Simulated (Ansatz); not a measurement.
## A series in volume per atom on Si

Periodic Kohn-Sham DFT of a crystal at fixed atoms; pressure and stress are positive in compression; the energy is the free energy less that of spherical unpolarised free atoms; site moments are those in the method's own spheres, positive along +z. The results are calculated, by Ansatz 0.2.0.

Cell of the first row (space group Pm-3m, No. 221):
```
CELL_PARAMETERS angstrom
2.49820 0.00000 0.00000
0.00000 2.49820 0.00000
0.00000 0.00000 2.49820
ATOMIC_POSITIONS crystal
Si 0.00000 0.00000 0.00000
```

Settings of every row: method frozen-core PAW; functional PBE; relativity scalar; k mesh 14x14x14; filling fermi-dirac; smearing width 0.03 eV; wave cutoff 420 eV; paw set soft_2.

Atom start moment: 0 on all atoms.

Limits: the cell comes from a prototype or a list of computed structures and needn't be the stable phase.

```
row  volume per atom (Å³)  pressure (GPa)
  1                15.591           4.602
  2                15.916               ?
  3                 16.24           0.003
  4                16.565          -1.925
  5                 16.89          -3.645
```

Question: what pressure should row 2 give?

Worked fit of pressure. Take u = (V_r/V)^(2/3) − 1 with V_r = 16.402 Å³ an atom, which is twice the finite (Eulerian) strain; such expansions in the strain, on which the Birch-Murnaghan equation of state is built, carry the rest volume and the bulk modulus. The shown rows have u = 0.03438, 0.00664, -0.00657, -0.01936. Least squares give pressure = −0.9871 + 146.348 × u + 471.51 × u² GPa; a straight line predicts inner rows, each left out in turn, worse (root mean square 0.21 against 0.0067 GPa). The rows lie off it by 0.000, -0.002, 0.003, -0.001. The pressure vanishes at u = 0.0066, or V = 16.24 Å³ an atom, and there the bulk modulus at fixed shape and fractions is B = −V dP/dV = (2/3)(1 + u) dP/du = 102 GPa. The withheld row has u = 0.02025, so the fit gives −0.9871 + 146.348 × (0.02025) + 471.51 × (0.02025)² = 2.170 GPa.

The calculation gave 2.173 GPa. The fit lies 0.003 GPa (0.036 % of the column's range) below it; its largest miss of a shown row is 0.003 GPa.
